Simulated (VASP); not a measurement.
**PbTe in VASP: how settings move the PBE single point**

Aim: see what changed inputs do to the PBE single point of PbTe (rocksalt), under -1.0 % biaxial strain in x and y, free along z.

The runs shown are made with VASP 6.6.1. PAW datasets, plane waves. (Simulation; spin polarisation is off.)

## 1. The cell

The cell comes from an earlier relaxation with r2SCAN in another program, then strained, with the atoms relaxed again.

Space group I4/mmm (No. 139), tetragonal; conventional cell a = 4.575 Å, c = 6.542 Å, 34.24 Å³ an atom. Near Pb stand 6 Te at 3.24–3.27 Å; near Te stand 6 Pb at 3.24–3.27 Å.

The structure in full:

```xyz
2
Lattice="0.0000 3.2352 3.2712 3.2352 0.0000 3.2712 3.2352 3.2352 0.0000" Properties=species:S:1:pos:R:3 pbc="T T T"
Pb    0.0000    0.0000    0.0000
Te    3.2352    3.2352    3.2712
```

## 2. The reference run

Input file INCAR:

```
ENCUT = 520.000000
SIGMA = 0.020000
EDIFF = 1.00e-07
GGA = PE
PREC = Accurate
IBRION = -1
ISIF = 2
ISMEAR = -1
NBANDS = 17
NELM = 120
NSW = 0
LASPH = .TRUE.
LCHARG = .FALSE.
LWAVE = .FALSE.
LREAL = .FALSE.
```

Input file KPOINTS:

```
KPOINTS created by Atomic Simulation Environment
0
Gamma
8 8 8
0 0 0
```

Input file POSCAR:

```
Pb Te
 1.0000000000000000
     0.0000000000000000    3.2351584803000000    3.2712309490000000
     3.2351584803000000    0.0000000000000000    3.2712309490000000
     3.2351584803000000    3.2351584803000000    0.0000000000000000
 Pb  Te
   1   1
Cartesian
  0.0000000000000000  0.0000000000000000  0.0000000000000000
  3.2351584803000000  3.2351584803000000  3.2712309490000009
```

A file KPOINTS_OPT adds named points for the levels; it doesn't enter the self-consistent loop.

Potentials: the recommended PBE PAW datasets, 20 valence electrons.

The run is started by

```console
$ mpirun -np 1 vasp_std
```

## 3. Try 1

Input file INCAR:

```
EDIFF = 1.00e-07
GGA = PE
PREC = Accurate
IBRION = -1
ISIF = 2
NBANDS = 17
NELM = 120
NSW = 0
LASPH = .TRUE.
LCHARG = .FALSE.
LWAVE = .FALSE.
LREAL = .FALSE.
ISMEAR = 0
SIGMA = 0.3
ENCUT = 250
ALGO = Normal
```

KPOINTS is that of step 2.

POSCAR is that of step 2.

## 4. Try 2

INCAR is that of step 2.

Input file KPOINTS:

```
KPOINTS created by Atomic Simulation Environment
0
Monkhorst-Pack
8 8 8
0 0 0
```

POSCAR is that of step 2.

What does the calculation give? Wanted: for each run, changed; ending; energy change; pressure; electronic steps; usable.

As calculated:

| run | changed | ending | energy change (meV/atom) | pressure (GPa) | gap on the mesh (eV; negative: overlap) | electronic steps | time | usable |
| --- | --- | --- | --- | --- | --- | --- | --- | --- |
| ref. | – | converged | 0 | 1.4 | 0.76 | 14 | 88 s | yes |
| 1 | ISMEAR = 0, SIGMA = 0.3, ENCUT = 250, ALGO = Normal | converged | 1.5 | 1.4 | 0.76 | 15 | 20 s | no |
| 2 | shifted mesh | converged | -0.2 | 1.4 | 0.97 | 14 | 3.1 min | yes |

Of 2 altered inputs, 1 ended normally on a faulty or unsound input, 1 gave usable results. «shifted mesh» moves the energy by -0.2 meV/atom.
